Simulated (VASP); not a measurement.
# Te2Pt (Moncheite) (P-3m1) in VASP: a series of runs

One crystal, Te2Pt (Moncheite), is run at these levels: PBE, LDA; tasks: optical spectrum, band structure, density of states.

Program: VASP 6.6.1. These are calculated values, not measurements. Logs are shortened: lines on timing, memory, paths and dates and some standing lists are left out, and cuts for length are marked.

## 1. Starting point

Symmetry: P-3m1, No. 164, trigonal system. Conventional cell: a = 4.051 Å, b = 4.051 Å, c = 5.078 Å, α = 90.00°, β = 90.00°, γ = 120.00°. Around Te (site symmetry 3m) lie 3 Pt at 2.71 Å. Pt (site symmetry -3m) is surrounded by 6 Te at 2.71 Å.

## 2. Optical spectrum, PBE

Contents of INCAR:

```
SYSTEM = Te2Pt
PREC = Accurate ; ENCUT = 520
EDIFF = 1E-6 ; ISMEAR = 0
SIGMA = 0.05 ; LREAL = .FALSE.
LASPH = .TRUE. ; NELM = 80
ALGO = Normal ; ISIF = 2
LWAVE = .FALSE. ; LCHARG = .FALSE.
GGA = PE ; LOPTICS = .TRUE.
NBANDS = 43 ; NEDOS = 3000
CSHIFT = 0.05 ; WPLASMAI = 0
KPAR = 4
```

Contents of KPOINTS:

```
Automatic mesh
0
G
  18 18 11
  0 0 0
```

Contents of POSCAR:

```
Te2Pt                                   
1.0
    4.0505954468     -0.0000000000     -0.0000000000
   -2.0252977233      3.5079185574      0.0000000000
   -0.0000000000      0.0000000000      5.0784466975
  Te              Pt            
     2     1
Direct
     0.3333333332999970    0.6666666667000030    0.2677311673139711
     0.6666666667000030    0.3333333332999970    0.7322688326860288
     0.0000000000000000    1.0000000000000000    1.0000000000000000
```

Potentials or basis: VASP PAW PBE potentials, release 64 (Te, Pt).

On the command line:

```
cat potpaw_PBE.64/Te/POTCAR potpaw_PBE.64/Pt/POTCAR > POTCAR
mpirun -np 4 vasp_std > vasp.out
```

OUTCAR:

```text
SYSTEM = Te2Pt
   PREC = Accurate
   ENCUT = 520
   EDIFF = 1E-6
   ISMEAR = 0
   LREAL = .FALSE.
   LASPH = .TRUE.
   NELM = 80
   ISIF = 2
   GGA = PE

 ion  position               nearest neighbor table
   1  0.333  0.667  0.268-   3 2.71   3 2.71   3 2.71   2 3.32   2 3.32   2 3.32   2 3.59   2 3.59
                             2 3.59
   2  0.667  0.333  0.732-   3 2.71   3 2.71   3 2.71   1 3.32   1 3.32   1 3.32   1 3.59   1 3.59
                             1 3.59
   3  0.000  0.000  0.000-   1 2.71   2 2.71   1 2.71   2 2.71   2 2.71   1 2.71

  LATTYP: Found a hexagonal cell.
 ALAT       =     4.0505954468
 C/A-ratio  =     1.2537531245

  Lattice vectors:

 A1 = (   4.0505954468,   0.0000000000,   0.0000000000)
 A2 = (  -2.0252977233,   3.5079185574,   0.0000000000)
 A3 = (   0.0000000000,   0.0000000000,   5.0784466975)

Analysis of symmetry for initial positions (statically):
=====================================================================
 Subroutine PRICEL returns:
 Original cell was already a primitive cell.

 Routine SETGRP: Setting up the symmetry group for a
 hexagonal supercell.

 Subroutine GETGRP returns: Found 12 space group operations
 (whereof 12 operations were pure point group operations)
 out of a pool of 24 trial point group operations.

The static configuration has the point symmetry D_3d.

Analysis of symmetry for dynamics (positions and initial velocities):
=====================================================================
 Subroutine PRICEL returns:
 Original cell was already a primitive cell.

 Routine SETGRP: Setting up the symmetry group for a
 hexagonal supercell.

 Subroutine GETGRP returns: Found 12 space group operations
 (whereof 12 operations were pure point group operations)
 out of a pool of 24 trial point group operations.

The dynamic configuration has the point symmetry D_3d.

 Subroutine INISYM returns: Found 12 space group operations
 (whereof 12 operations are pure point group operations),
 and found     1 'primitive' translations

----------------------------------------------------------------------------------------

                                     Primitive cell

  volume of cell :      72.1605

  direct lattice vectors                    reciprocal lattice vectors
     4.050595447  0.000000000  0.000000000     0.246877283  0.142534666  0.000000000
    -2.025297723  3.507918557  0.000000000     0.000000000  0.285069332  0.000000000
     0.000000000  0.000000000  5.078446698     0.000000000  0.000000000  0.196910603

  length of vectors
     4.050595447  4.050595447  5.078446698     0.285069332  0.285069332  0.196910603

  position of ions in fractional coordinates (direct lattice)
     0.333333333  0.666666667  0.267731167
     0.666666667  0.333333333  0.732268833
     0.000000000  0.000000000  0.000000000

  ion indices of the primitive-cell ions
   primitive index   ion index
                 1           1
                 2           2
                 3           3

----------------------------------------------------------------------------------------

 KPOINTS: Automatic mesh

Automatic generation of k-mesh.
 Grid dimensions read from file:
[... 83 lines left out ...]
   IMIX   =      4    mixing-type and parameters
     AMIX     =   0.40;   BMIX     =  1.00
     AMIX_MAG =   1.60;   BMIX_MAG =  1.00
  volume/ion in A,a.u.               =      24.05       162.32
  Fermi-wavevector in a.u.,A,eV,Ry     =   1.101833  2.082163 16.517977  1.214037
  Thomas-Fermi vector in A             =   2.238267
   LORBIT       =      0    0 simple, 1 ext, 2 COOP (PROOUT), +10 PAW based schemes
   GGA     = PE    functional components
   LHFCALC =     F    Hartree Fock is set to
   AEXX    =    0.0000 exact exchange contribution
   IVDW    =     0    specifies the selected vdW correction
   LEPSILON=     F    determine dielectric tensor
   LRPA    =     F    only Hartree local field effects (RPA)
 non-spin polarized calculation
 Gauss-broadening in eV      SIGMA  =   0.05
  energy-cutoff  :      520.00
  volume of cell :       72.16
 maximum number of plane-waves:      1967
   NGX = 15   NGY = 15   NGZ = 19

 number of electron      21.9999996 magnetization

 Free energy of the ion-electron system (eV)
  ---------------------------------------------------
  ext. energy  EPLUGINS =         0.00000000
  ---------------------------------------------------
  free energy    TOTEN  =       -13.51164494 eV

  energy without entropy =      -13.51014603  energy(sigma->0) =      -13.51089549

 E-fermi :   8.9032     XC(G=0): -10.6409

 val. band max:        8.9020623365   @ k =  -0.0556   0.4444   0.0909
 cond. band min:       8.9046475533   @ k =   0.1111   0.0556   0.4545
 fundamental gap:      0.0025852168
 Fermi energy:         8.9032116585

 k-point     1 :       0.0000    0.0000    0.0000
  band No.  band energies     occupation
      1      -5.2115      2.00000
      2      -1.5607      2.00000
      3       2.1411      2.00000
      4       3.2455      2.00000
      5       3.2455      2.00000
      6       5.2115      2.00000
[... 613 lines left out ...]
     22      21.9143      0.00000
     23      22.3871      0.00000

 [... further k-points ...]

 [bands above 23 left out]

------------------------ aborting loop because EDIFF is reached ----------------------------------------

  FORCE on cell =-STRESS in cart. coord.  units (eV):
  Direction    XX          YY          ZZ          XY          YZ          ZX
  --------------------------------------------------------------------------------------
  -------------------------------------------------------------------------------------
  Total        1.7167471      1.7167471      1.7591583      0.0000000      0.0000000     -0.0000000
  in kB       38.1169051     38.1169051     39.0585604      0.0000000      0.0000000     -0.0000000
  external PRESSURE =      38.4307902 kB  Pullay stress =       0.0000000 kB

 VOLUME and BASIS-vectors are now :
 -----------------------------------------------------------------------------
  energy-cutoff  :      520.00
  volume of cell :       72.16
      direct lattice vectors                 reciprocal lattice vectors
     4.050595447  0.000000000  0.000000000     0.246877283  0.142534666  0.000000000
    -2.025297723  3.507918557  0.000000000     0.000000000  0.285069332  0.000000000
     0.000000000  0.000000000  5.078446698     0.000000000  0.000000000  0.196910603

 POSITION                                       TOTAL-FORCE (eV/Angst)
 -----------------------------------------------------------------------------------
     -0.00000      2.33861      1.35966         0.000000      0.000000     -0.038346
      2.02530      1.16931      3.71879         0.000000      0.000000      0.038346
      0.00000      0.00000      0.00000        -0.000000      0.000000      0.000000
 -----------------------------------------------------------------------------------
    total drift:                                0.000000     -0.000000      0.000000

  FREE ENERGIE OF THE ION-ELECTRON SYSTEM (eV)
  ---------------------------------------------------
  free  energy   TOTEN  =       -13.5116449407 eV

  energy  without entropy=      -13.5101460320  energy(sigma->0) =      -13.51089549

 electrical conductivity sigma (Mega S m-1) (frequency dependency in vasprun.xml)
  --------------------------------------------------------------------------------------
       0.041       0.000       0.000
       0.000       0.041       0.000
      -0.000      -0.000       0.031

  frequency dependent IMAGINARY DIELECTRIC FUNCTION (independent particle, no local field effects) density-density
     E(ev)      X         Y         Z        XY        YZ        ZX
  --------------------------------------------------------------------------------------------------------------
     0.00000     0.00000     0.00000     0.00000     0.00000     0.00000     0.00000
     0.49506    67.54433    67.54433    32.32491     0.00000     0.00000     0.00000
     0.99011    53.70810    53.70810    35.00025     0.00000    -0.00000     0.00000
     1.48517    47.43222    47.43222    31.03197     0.00000    -0.00000    -0.00000
     1.98023    30.63729    30.63729    32.78345     0.00000     0.00000    -0.00000
     2.47528    14.08229    14.08229    19.84948     0.00000    -0.00000    -0.00000
[... 92 lines left out ...]
    48.51558     0.00038     0.00038     0.00038     0.00000    -0.00000    -0.00000
    49.01064     0.00037     0.00037     0.00037     0.00000    -0.00000    -0.00000

  frequency dependent      REAL DIELECTRIC FUNCTION (independent particle, no local field effects) density-density
     E(ev)        X           Y           Z          XY          YZ          ZX
  --------------------------------------------------------------------------------------------------------------
     0.00000    88.91355    88.91355    55.50090     0.00000    -0.00000    -0.00000
     0.49506    64.60340    64.60340    49.28298     0.00000     0.00000     0.00000
     0.99011    23.57668    23.57668    23.39122     0.00000     0.00000    -0.00000
     1.48517     4.73680     4.73680    16.35892     0.00000    -0.00000    -0.00000
     1.98023   -11.79690   -11.79690    -3.58362    -0.00000    -0.00000     0.00000
     2.47528   -10.54762   -10.54762    -7.43912    -0.00000     0.00000     0.00000
[... 92 lines left out ...]
    48.51558     0.83098     0.83098     0.82930    -0.00000     0.00000     0.00000
    49.01064     0.83467     0.83467     0.83305    -0.00000     0.00000     0.00000

  frequency dependent IMAGINARY DIELECTRIC FUNCTION (independent particle, no local field effects) current-current
     E(ev)      X         Y         Z        XY        YZ        ZX
  --------------------------------------------------------------------------------------------------------------
     0.00000   541.72491   541.72491   334.61876     0.00000    -0.00000    -0.00000
     0.49506    80.76374    80.76374    42.25446     0.00000    -0.00000     0.00000
     0.99011    55.77468    55.77468    37.02842     0.00000    -0.00000     0.00000
     1.48517    47.68148    47.68148    32.10920     0.00000     0.00000    -0.00000
     1.98023    29.94994    29.94994    32.48090     0.00000    -0.00000    -0.00000
     2.47528    13.59149    13.59149    19.47156     0.00000    -0.00000    -0.00000
[... 92 lines left out ...]
    48.51558     0.00003     0.00003     0.00003     0.00000    -0.00000    -0.00000
    49.01064     0.00003     0.00003     0.00003     0.00000    -0.00000    -0.00000

  frequency dependent      REAL DIELECTRIC FUNCTION (independent particle, no local field effects) current-current
     E(ev)        X           Y           Z          XY          YZ          ZX
  --------------------------------------------------------------------------------------------------------------
     0.00000    86.49451    86.49451    54.32411     0.00000    -0.00000    -0.00000
     0.49506    50.46580    50.46580    42.54802     0.00000     0.00000     0.00000
     0.99011    17.94555    17.94555    19.66581     0.00000    -0.00000    -0.00000
     1.48517     1.41254     1.41254    14.22190     0.00000     0.00000    -0.00000
     1.98023   -13.36827   -13.36827    -5.27006    -0.00000     0.00000     0.00000
     2.47528   -11.10256   -11.10256    -8.25311    -0.00000     0.00000     0.00000
[... 92 lines left out ...]
    48.51558     0.83103     0.83103     0.82933    -0.00000     0.00000     0.00000
    49.01064     0.83471     0.83471     0.83307    -0.00000     0.00000     0.00000
```

It took 2.3 min on 4 MPI ranks of Intel Xeon 6975P-C (Granite Rapids), shared host; peak memory 1.6 GiB.

Results:

```
Free energy            : -13.5116 eV
Pressure               : 3.8 GPa
Largest force          : 0.038 eV/Å
Band gap on the k mesh : none (metal or under the smearing width)
```

Forces in eV/Å, atoms in the order of the input:
```
Te   0.000  0.000 -0.038
Te   0.000  0.000  0.038
Pt   0.000  0.000  0.000
```

Levels at points of the mesh, in eV from the Fermi level:
```
           k point  band 8  band 9  band 10  band 11  band 12  band 13  band 14  band 15
(0.00, 0.00, 0.00)   -2.65   -0.48    -0.48     0.76     0.76     1.61     2.60     4.21
(0.50, 0.00, 0.00)   -3.39   -3.34    -3.22    -2.87     0.08     2.69     3.99     5.47
```

Dielectric function (mean over the directions given):
```csv
energy (eV),real part,imaginary part
0.30,93.56,35.75
0.79,28.08,43.66
1.29,7.20,46.01
1.78,-4.66,33.96
2.28,-9.67,19.43
2.77,-5.60,11.71
3.27,-3.65,7.05
3.76,-0.37,8.28
4.26,-1.54,7.55
4.75,-1.46,6.34
5.25,-0.71,5.98
5.74,-0.28,5.27
6.24,-0.32,5.74
6.83,-0.99,5.21
7.33,-1.00,4.10
7.82,-0.52,4.02
8.32,-0.67,3.86
8.81,-0.48,3.69
9.31,-0.78,3.37
9.80,-0.54,3.37
10.30,-1.33,3.55
10.79,-1.16,2.62
11.29,-1.18,2.46
11.78,-1.09,2.06
12.28,-1.07,1.86
12.77,-1.05,1.75
13.37,-0.89,1.45
13.86,-0.85,1.37
14.36,-0.73,1.31
14.85,-0.60,1.14
15.35,-0.59,0.99
15.84,-0.59,1.00
16.34,-0.50,0.83
16.83,-0.42,0.73
17.33,-0.36,0.63
17.82,-0.29,0.58
18.32,-0.18,0.52
18.81,-0.12,0.49
19.31,-0.03,0.46
19.90,0.00,0.44
```

Caveat: independent-particle spectra lack excitons; the intraband (Drude) part of a metal's response may be missing. The run has no spin-orbit coupling, so splittings on Pt, Te are missing.

[end of part 1 of 3]
